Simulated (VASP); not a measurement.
Output of a VASP run:

File OSZICAR:
```
       N       E                     dE             d eps       ncg     rms          rms(c)
DAV:   1     0.862754442951E+02    0.86275E+02   -0.56517E+03   480   0.914E+02
DAV:   2     0.243755881000E+00   -0.86032E+02   -0.79863E+02   688   0.164E+02
DAV:   3    -0.624447285086E+01   -0.64882E+01   -0.64659E+01   596   0.520E+01
DAV:   4    -0.630689636739E+01   -0.62424E-01   -0.62404E-01   544   0.613E+00
DAV:   5    -0.630749192829E+01   -0.59556E-03   -0.59552E-03   624   0.573E-01    0.180E+00
RMM:   6    -0.605834983600E+01    0.24914E+00   -0.33465E-01   480   0.242E+00    0.103E+00
RMM:   7    -0.602148398321E+01    0.36866E-01   -0.36801E-01   480   0.236E+00    0.710E-01
RMM:   8    -0.602958939658E+01   -0.81054E-02   -0.61137E-02   480   0.121E+00    0.315E-01
RMM:   9    -0.602359506215E+01    0.59943E-02   -0.14005E-02   480   0.585E-01    0.154E-01
RMM:  10    -0.602380224163E+01   -0.20718E-03   -0.48118E-03   480   0.280E-01    0.337E-02
RMM:  11    -0.602394237673E+01   -0.14014E-03   -0.67808E-04   480   0.150E-01    0.373E-02
RMM:  12    -0.602392479934E+01    0.17577E-04   -0.14843E-04   401   0.537E-02    0.188E-02
RMM:  13    -0.602392020803E+01    0.45913E-05   -0.73249E-05   400   0.428E-02
   1 F= -.60239202E+01 E0= -.60239202E+01  d E =-.602392E+01
```

**OUTCAR**
```
------------------------ aborting loop because EDIFF is reached ----------------------------------------
  FORCE on cell =-STRESS in cart. coord.  units (eV):
  Direction    XX          YY          ZZ          XY          YZ          ZX
  --------------------------------------------------------------------------------------
  Total        0.0228859      0.0228859      0.0228859     -0.0000000     -0.0000000      0.0000000
  in kB        0.4334577      0.4334577      0.4334577     -0.0000000     -0.0000000      0.0000000
  external PRESSURE =       0.4334577 kB  Pullay stress =       0.0000000 kB
  volume of cell :       84.59
      direct lattice vectors                 reciprocal lattice vectors
     4.389793025  0.000000000  0.000000000     0.227801173  0.000000000  0.000000000
     0.000000000  4.389793025  0.000000000     0.000000000  0.227801173  0.000000000
     0.000000000  0.000000000  4.389793025     0.000000000  0.000000000  0.227801173
 POSITION                                       TOTAL-FORCE (eV/Angst)
 -----------------------------------------------------------------------------------
      0.00000      0.00000      0.00000         0.000000      0.000000      0.000000
      2.19490      2.19490      2.19490         0.000000      0.000000      0.000000
 -----------------------------------------------------------------------------------
    total drift:                                0.000000      0.000000     -0.000000
  FREE ENERGIE OF THE ION-ELECTRON SYSTEM (eV)
  ---------------------------------------------------
  free  energy   TOTEN  =        -6.0239202080 eV

  energy  without entropy=       -6.0239202080  energy(sigma->0) =       -6.02392021

 reached required accuracy - stopping structural energy minimisation
```
(Selected blocks of OUTCAR.)

**POSCAR**
```
CsBr
1
    4.3897930245     0.0000000000     0.0000000000
    0.0000000000     4.3897930245     0.0000000000
    0.0000000000     0.0000000000     4.3897930245
Cs Br
1 1
Direct
  0.0000000000   0.0000000000   0.0000000000
  0.5000000000   0.5000000000   0.5000000000
```

Question: Write an INCAR and KPOINTS that could have produced this output.

Answer: This is not unique; one that fits is the input of the run itself, PBE GGA, plane waves, VASP's PBE PAW potentials (set 64).

File KPOINTS:
```
Automatic mesh
0
Gamma
7 7 7
0 0 0
```

INCAR:
```
ALGO = Fast
EDIFF = 1E-5
EDIFFG = -0.03
ENCUT = 400
GGA = PE
IBRION = 2
ISIF = 2
ISMEAR = 0
LASPH = T
LCHARG = F
LMAXMIX = 4
LREAL = F
LWAVE = F
NELM = 100
NELMIN = 4
NSW = 20
PREC = Normal
SIGMA = 0.05
SYSTEM = CsBr
```

POTCAR, in this order: Cs_sv Br (PBE.64 set). Program: vasp_std.

The compound is CsBr in the CsCl type structure. It was relaxed first, which changed the volume by +7 %.
